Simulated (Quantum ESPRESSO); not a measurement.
# NaI (Fm-3m): the LO frequency by hand

Wanted: the LO mode of NaI (Fm-3m) from the TO mode and the field response.

Program: Quantum ESPRESSO 7.5. Level of theory: DFT LDA, scalar-relativistic, plane waves, PseudoDojo norm-conserving pseudopotentials. Results are calculated unless marked as measured.

## (1) The relaxed structure

The structure is cubic, space group Fm-3m (No. 225). Conventional cell: a = 6.263 Å, b = 6.263 Å, c = 6.263 Å, α = 90.00°, β = 90.00°, γ = 90.00°. Nearest to Na lie 6 I at 3.13 Å. Nearest to I lie 6 Na at 3.13 Å. Farther neighbours and most contacts between anions are not listed.

Structure file:

```cif
data_structure
_symmetry_space_group_name_H-M 'Fm-3m'
_symmetry_Int_Tables_number 225
_cell_length_a 6.2631
_cell_length_b 6.2631
_cell_length_c 6.2631
_cell_angle_alpha 90.000
_cell_angle_beta 90.000
_cell_angle_gamma 90.000
_cell_volume 245.68
loop_
_atom_site_label
_atom_site_type_symbol
_atom_site_symmetry_multiplicity
_atom_site_Wyckoff_symbol
_atom_site_fract_x
_atom_site_fract_y
_atom_site_fract_z
_atom_site_occupancy
Na1 Na 4 a 0.00000 0.00000 0.00000 1
I1 I 4 b 0.50000 0.00000 0.00000 1
```

This is the cell after its relaxation at this level of theory, not the database cell from which that began.

## (2) What the response run gave

A linear-response run on the relaxed cell, with the response to an electric field; only its zone-centre results are used. Cutoff 88 Ry, k mesh 6×6×6.

Log:

```text
[banners, grids, parts of the stress and lines that vanish by symmetry left out]
Program PHONON v.7.5
     Reading xml data from directory:

[...]
Exchange-correlation= PW
                           (   1   4   0   0   0   0   0)
[...]
kinetic-energy cut-off    =      88.0000  Ry
     charge density cut-off    =     352.0000  Ry
     convergence threshold     =      1.0E-18
[...]
Exchange-correlation= PW
                           (   1   4   0   0   0   0   0)
[...]
q = (   0.0000000   0.0000000   0.0000000 )
     49 Sym.Ops. (with q -> -q+G )
     G cutoff =  624.4931  (  45911 G-vectors)     FFT grid: ( 50, 50, 50)
     number of k points=    16
[...]
Mode symmetry, O_h (m-3m)  point group:
[...]
Dielectric constant
[...]
End of electric fields calculation
          Dielectric constant in cartesian axis
          (       3.670238129      -0.000000000      -0.000000000 )
          (      -0.000000000       3.670238129      -0.000000000 )
          (      -0.000000000      -0.000000000       3.670238129 )
          Effective charges (d Force / dE) in cartesian axis without acoustic sum rule applied (asr)
           atom    1  Na    Mean Z*:        1.16737
      Ex  (        1.16737       -0.00000        0.00000 )
      Ey  (       -0.00000        1.16737        0.00000 )
      Ez  (       -0.00000        0.00000        1.16737 )
           atom    2  I     Mean Z*:       -1.17944
      Ex  (       -1.17944        0.00000        0.00000 )
      Ey  (        0.00000       -1.17944       -0.00000 )
      Ez  (       -0.00000        0.00000       -1.17944 )
          Effective charges Sum: Mean:       -0.01207
[...]
Effective charges (d Force / dE) in cartesian axis with asr applied:
           atom    1  Na    Mean Z*:        1.17341
[...]
atom    2  I     Mean Z*:       -1.17341
[...]
Representation #   1 modes #   1   2   3
[...]
End of self-consistent calculation
     Convergence has been achieved
     Representation #   2 modes #   4   5   6
[...]
End of self-consistent calculation
     Convergence has been achieved
[...]
Dielectric constant in cartesian axis
          (       3.670238129      -0.000000000      -0.000000000 )
          (      -0.000000000       3.670238129      -0.000000000 )
          (      -0.000000000      -0.000000000       3.670238129 )
          Effective charges (d Force / dE) in cartesian axis without acoustic sum rule applied (asr)
           atom    1  Na    Mean Z*:        1.16737
      Ex  (        1.16737       -0.00000        0.00000 )
      Ey  (       -0.00000        1.16737        0.00000 )
      Ez  (       -0.00000        0.00000        1.16737 )
           atom    2  I     Mean Z*:       -1.17944
      Ex  (       -1.17944        0.00000        0.00000 )
      Ey  (        0.00000       -1.17944       -0.00000 )
      Ez  (       -0.00000        0.00000       -1.17944 )
          Effective charges Sum: Mean:       -0.01207
[...]
Effective charges (d Force / dE) in cartesian axis with asr applied:
           atom    1  Na    Mean Z*:        1.17341
[...]
atom    2  I     Mean Z*:       -1.17341
[...]
q = (    0.000000000   0.000000000   0.000000000 )
[...]
freq (    1) =       0.111106 [THz] =       3.706087 [cm-1]
     freq (    2) =       0.111106 [THz] =       3.706087 [cm-1]
     freq (    3) =       0.111106 [THz] =       3.706087 [cm-1]
     freq (    4) =       3.911724 [THz] =     130.481063 [cm-1]
     freq (    5) =       3.911724 [THz] =     130.481063 [cm-1]
     freq (    6) =       3.911724 [THz] =     130.481063 [cm-1]
[...]
Mode symmetry, O_h (m-3m)  point group:
     freq (   1-   3) =          3.7  [cm-1]   --> T_1u G_15  G_4- I
     freq (   4-   6) =        130.5  [cm-1]   --> T_1u G_15  G_4- I

   JOB DONE.
```

```tsv
quantity	value
cell volume Ω (Å³)	61.419
mass of Na (u)	22.990
mass of I (u)	126.904
Born charge of Na, raw (e)	1.167
Born charge of I, raw (e)	-1.179
ε∞	3.670
ω(TO) after the sum rule (cm⁻¹)	130.2
```

## (3) The calculation

The charges must sum to zero over the cell; taking off their mean, -0.006 e, leaves Z* = 1.173 e on Na. In the polar mode Na moves against I, so the reduced mass is μ = 22.99 × 126.90 / 149.89 = 19.464 u.

A longitudinal wave builds up a field that adds to the restoring force: ω(LO)² = ω(TO)² + 4π Z*² / (μ Ω ε∞), in Hartree atomic units. With μ = 35480 electron masses and Ω = 414.48 bohr³ the second term is 3.2057e-07 Ha², or 15442 cm⁻² (1 Ha = 219474.6 cm⁻¹).

So ω(LO) = √(16949 + 15442) = 180.0 cm⁻¹, and by the Lyddane-Sachs-Teller relation ε₀ = ε∞ (ω(LO)/ω(TO))² = 7.01.

## (4) Check against the program

The analysis program adds the same non-analytic term to the full matrix, here for q along (1 0 0).

Log:

```text
[banner, memory and clock lines left out]
Program DYNMAT v.7.5

     Reading Dynamical Matrix from file g.dyn
     ...Force constants read
     ...epsilon and Z* read

     Polarizability (A^3 units)
     multiply by 0.529078 for Clausius-Mossotti correction
        13.051056   -0.000000   -0.000000
        -0.000000   13.051056   -0.000000
        -0.000000   -0.000000   13.051056

     IR activities are in (D/A)^2/amu units

# mode   [cm-1]    [THz]      IR
    1     -0.00   -0.0000    0.0000
    2     -0.00   -0.0000    0.0000
    3      0.00    0.0000    0.0000
    4    130.19    3.9030    1.6321
    5    130.19    3.9030    1.6321
    6    179.97    5.3955    1.6321
```

ε₀ comes from the program's run without a direction of q.

```tsv
quantity	by hand	program
ω(LO) (cm⁻¹)	180.0	180.0
ε₀	7.01	7.01
```

## (5) Outcome

```yaml
to_mode: 130.2 cm⁻¹
lo_mode: 180.0 cm⁻¹
static_dielectric_constant: 7.014
```

In words: The LO mode of NaI (Fm-3m) lies at 180 cm⁻¹, 50 cm⁻¹ above the TO mode; the formula meets the program within 0.1 cm⁻¹, as it must for a cubic crystal with one polar mode. ω(LO)² − ω(TO)² goes with Z*²/ε∞: an error of 5 % in ε∞ would move the LO mode by 2.1 cm⁻¹, and semilocal functionals tend to overestimate ε∞. These are harmonic values at zero temperature, at the volume of this functional, for the structure held cubic; stability elsewhere in the zone is no part of this calculation.

[Host names and launcher messages were left out of these logs when they were recorded.]

[Logs are printed without paths, hosts, clocks, repeated set-up lines and the standing remarks that a program may print on its own settings, such as how far it seeks lower states.]

[Hosts, paths, dates, database ids (printed as entryN), source tags and the programs' standing remarks are cut or masked in the printed files.]
